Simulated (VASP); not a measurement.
Crystal: ZnS (Wurtzite-4H).

```
Zn S
1.0
     3.82270    0.00000    0.00000
    -1.91135    3.31056    0.00000
     0.00000    0.00000   12.52000
Zn S
4 4
Direct
  0.66667 0.33333 0.75000
  0.33333 0.66667 0.25000
  0.00000 0.00000 0.50000
  0.00000 0.00000 0.00000
  0.66667 0.33333 0.93750
  0.33333 0.66667 0.43750
  0.00000 0.00000 0.68750
  0.00000 0.00000 0.18750
```

* Program: VASP 6.6.1
* Task: relaxation of cell and atoms
* Functional: revPBE
* Dispersion: D3(BJ)
* Potentials or basis: VASP PAW PBE potentials, release 64 (Zn, S)
* Cutoff: 600 eV
* k mesh: 8 × 8 × 3
* Occupations: fermi-dirac, width 0.05 eV
* Spin: no spin polarisation

At the start: pressure -2.3 GPa; volume 19.81 Å³/atom.

Question: Where does the relaxation end?

Answer: Over 15 steps the energy falls by 4.3 meV/atom and the volume is 19.21 Å³/atom (-3.0 %); space group P6_3mc (No. 186, to 0.05 Å).

Step by step:
```tsv
step	energy change (eV)	largest force (eV/Å)	pressure (GPa)	volume (Å³)
1	0.0000	0.0519	-2.26	158.44
2	-0.0308	0.0227	0.80	152.11
3	-0.0346	0.0307	-0.02	153.65
4	-0.0346	0.0304	0.07	153.56
5	-0.0347	0.0126	-0.08	153.74
6	-0.0347	0.0150	0.00	153.72
7	-0.0347	0.0126	-0.06	153.73
8	-0.0347	0.0081	0.04	153.66
9	-0.0347	0.0077	0.00	153.66
10	-0.0348	0.0057	0.00	153.66
11	-0.0348	0.0055	-0.01	153.66
12	-0.0348	0.0099	-0.01	153.66
13	-0.0348	0.0064	-0.01	153.66
14	-0.0348	0.0030	0.03	153.64
15	-0.0348	0.0039	0.00	153.65
```

Final structure:
```yaml
crystal:
  lattice:
    - [3.78244, 0.00000, 0.00000]
    - [-1.89122, 3.27569, 0.00000]
    - [0.00000, 0.00000, 12.40075]
  atoms:
    - { symbol: Zn, position: [0.66667, 0.33333, 0.75017] }
    - { symbol: Zn, position: [0.33333, 0.66667, 0.25017] }
    - { symbol: Zn, position: [0.00000, 0.00000, 0.50025] }
    - { symbol: Zn, position: [0.00000, 0.00000, 0.00025] }
    - { symbol: S, position: [0.66667, 0.33333, 0.93747] }
    - { symbol: S, position: [0.33333, 0.66667, 0.43747] }
    - { symbol: S, position: [0.00000, 0.00000, 0.68711] }
    - { symbol: S, position: [0.00000, 0.00000, 0.18711] }
```

Caveat: the PAW data sets were made with another functional, which shifts forces and pressure a little.
